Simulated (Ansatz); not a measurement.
Runs of Ansatz 0.2.0 on TiB. The structure is orthorhombic, space group Pnma (No. 62). Conventional cell: a = 6.120 Å, b = 3.060 Å, c = 4.560 Å, α = 90.00°, β = 90.00°, γ = 90.00°. Around Ti (site symmetry m) lie 7 B at 2.34 to 2.54 Å. Around B (site symmetry m) lie 2 B at 1.83 Å. 

```csv
task,level,cell,k mesh,points for each segment of the path,gap on the mesh (eV),pressure (GPa),relaxed volume (Å³/atom),largest force (eV/Å)
band structure,HSE06,as given,4 × 6 × 4,4,none,-,-,0.25
relaxation of cell and atoms,PBEsol,relaxed,5 × 9 × 6,-,none,0.0,10.40,-
relaxation of cell and atoms,LDA,relaxed,5 × 9 × 6,-,none,0.0,10.15,-
single point,PBE0,as given,4 × 6 × 4,-,none,-,-,(a)
```

Alike in all rows: potentials or basis Ansatz PAW; no spin polarisation; cutoff (eV) 420; smearing fermi-dirac 0.05 eV.

Question: Fill in the values left out.

Answer: (a) 0.31.

Caveats: the PAW data sets come from PBE, with cores solved anew for the run's functional, which leaves a small shift of forces and pressure; the plane-wave basis is chosen anew once the cell has moved, so the energies of steps on either side of that aren't comparable (some runs).

A k mesh can miss the band edges.

A gap of «none» marks a metal or a gap under the smearing width.

Not every run made on this cell is shown here.
